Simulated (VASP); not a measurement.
## ZnS: dielectric tensor with LDA

**Experimental background.**

From a printed reference work, monograph, for a bulk crystal of ZnS: high-frequency dielectric constant 5.14.

Crystal: ZnS.

```
CELL_PARAMETERS angstrom
0.00000 2.65108 2.65108
2.65108 0.00000 2.65108
2.65108 2.65108 0.00000
ATOMIC_POSITIONS crystal
Zn 0.25000 0.25000 0.25000
S 0.00000 0.00000 0.00000
```

```
Program                : VASP 6.6.1
Task                   : dielectric tensor
Functional             : LDA
Potentials or basis    : VASP PAW LDA potentials, release 64 (Zn, S)
Cutoff                 : 600 eV
k mesh                 : 14 × 14 × 14
Occupations            : gaussian, width 0.03 eV
Spin                   : no spin polarisation
Monkhorst-Pack mesh    : yes
Further INCAR settings : ALGO = Normal; EDIFF = 1e-08
```

```
Electronic dielectric tensor (diagonal) : 6.12
Born charges (mean of the diagonal)     : Zn +1.91; S -1.91 e
```

Levels at points of the mesh, in eV from the valence-band top:
```tsv
k point	band 5	band 6	band 7	band 8	band 9	band 10	band 11	band 12	band 13
(0.04, 0.04, 0.04)	-6.18	-6.18	-0.12	0.00	0.00	2.27	6.21	6.25	6.25
```

Electronic dielectric tensor:
```
6.12 0.00 0.00
0.00 6.12 0.00
0.00 0.00 6.12
```

Born effective charge tensors (e):
atom 1, Zn
```
1.91 0.00 0.00
0.00 1.91 0.00
0.00 0.00 1.91
```
atom 2, S
```
-1.91  0.00  0.00
 0.00 -1.91  0.00
 0.00  0.00 -1.91
```

It took 40 min on 1 thread of Intel(R) Xeon(R) 6975P-C (Granite Rapids), on a shared host, peak memory 1.8 GiB.

Against the measured high-frequency dielectric constant of ZnS, 5.14 (a printed reference work, monograph), the calculated 6.12 is off by +19.1 %.
